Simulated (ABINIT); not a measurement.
The system is BaZrO3.

```
Ba Zr O
1.0
     4.19134    0.00000    0.00000
     0.00000    4.19134    0.00000
     0.00000    0.00000    4.19134
Ba Zr O
1 1 3
Direct
  0.00000 0.00000 0.00000
  0.50000 0.50000 0.50000
  0.50000 0.50000 0.00000
  0.50000 0.00000 0.50000
  0.00000 0.50000 0.50000
```

Base run:

| Item | Value |
| --- | --- |
| Program | ABINIT 10.8.3 (patched build) |
| Functional | rPW86PBE |
| Potentials or basis | JTH PAW PBE v2.0 |
| Cutoff | 626 eV |
| k mesh | 6 × 6 × 6 |
| Occupations | fermi-dirac, width 0.05 eV |
| Spin | no spin polarisation |

Its results: band gap on the k mesh 3.26 eV, indirect (least direct gap 3.48 eV); pressure 9.0 GPa.

Problem. The run is repeated on the same cell with these changes: functional from rPW86PBE to BP86. What comes out?

Solution. Band gap on the k mesh 3.20 eV, indirect (least direct gap 3.42 eV); pressure 4.4 GPa.

Caveats: this set's barium file shifts pressures by 1.5 GPa and gaps by 0.1 eV against other sets; the PAW data sets were made with another functional, which shifts forces and pressure a little; spin-orbit coupling is left out, which moves the levels of the heavy elements.
